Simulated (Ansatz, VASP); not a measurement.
## AlN: VASP beside Ansatz

File POSCAR:

```
AlN
1.0
    3.3557012085      0.0000000000      0.0000000000
   -1.6778506043      2.9061224930      0.0000000000
    0.0000000000      0.0000000000      4.2426688325
Al N
2 2
Direct
    0.3333333333      0.6666666667      0.7500000000
    0.6666666667      0.3333333333      0.2500000000
    0.3333333333      0.6666666667      0.2500000000
    0.6666666667      0.3333333333      0.7500000000
```

INCAR.step1

```
SYSTEM = AlN
PREC = Accurate ; ENCUT = 520
ISMEAR = 0 ; SIGMA = 0.01
LREAL = .False. ; LASPH = .True.
NELM = 60 ; NBANDS = 16
GGA = PE ; ALGO = Normal
EDIFF = 1E-4 ; LWAVE = .True.
LCHARG = .False.
```

File INCAR.step2:

```
SYSTEM = AlN
PREC = Accurate ; ENCUT = 520
EDIFF = 1E-7 ; ISMEAR = 0
SIGMA = 0.01 ; LREAL = .False.
LASPH = .True. ; NELM = 60
ALGO = Normal ; ISIF = 2
LWAVE = .False. ; LCHARG = .True.
METAGGA = R2SCAN ; LMIXTAU = .True.
LELF = .True. ; LVHAR = .True.
NBANDS = 16 ; ISTART = 1
```

Contents of KPOINTS:

```
regular mesh
0
Gamma
  6 6 4
  0 0 0
```

Input for Ansatz:

```yaml
crystal:
  lattice:
    - [3.355701208521825, 0.0, 0.0]
    - [-1.6778506042609125, 2.9061224929610843, 0.0]
    - [0.0, 0.0, 4.242668832539433]
  atoms:
    - { symbol: Al, position: [0.3333333333333333, 0.6666666666666666, 0.75] }
    - { symbol: Al, position: [0.6666666666666666, 0.3333333333333333, 0.25] }
    - { symbol: "N", position: [0.3333333333333333, 0.6666666666666666, 0.25] }
    - { symbol: "N", position: [0.6666666666666666, 0.3333333333333333, 0.75] }
basis:
  ecutwfc: 500.0
kpoints:
  mp_grid:
    grid: [6, 6, 4]
hamiltonian:
  xc: r2scan
  pseudopotentials:
    kind: paw
scf:
  occupations:
    method: fixed
output:
  stress: true
```

Measurements of this composition are mostly on another form, of space group No. 186.

Alike in both runs: task single point; functional r2SCAN; k mesh 6 × 6 × 4; no spin polarisation.

|  | VASP | Ansatz |
| --- | --- | --- |
| version | VASP 6.6.1 | Ansatz 0.2.0 |
| potentials or method | VASP PAW PBE potentials, release 64 (Al, N) | plane waves, PAW |
| plane-wave cutoff (eV) | 520 | 500 |
| occupations | gaussian, width 0.01 eV | fixed |
| valence electrons in the cell | 16 | 16 |

Ansatz gave:

| Property | Result |
| --- | --- |
| pressure (GPa) | -12.6 |
| largest component of the traceless stress (GPa) | 0.94 |

Q: Which values does VASP return?

A: Pressure (GPa): -13.1; largest component of the traceless stress (GPa): 0.74.

Caveats: the PAW data sets were made with another functional, which shifts forces and pressure a little (VASP). r2SCAN opens gaps a little over a GGA but as a rule still falls short of measured ones.
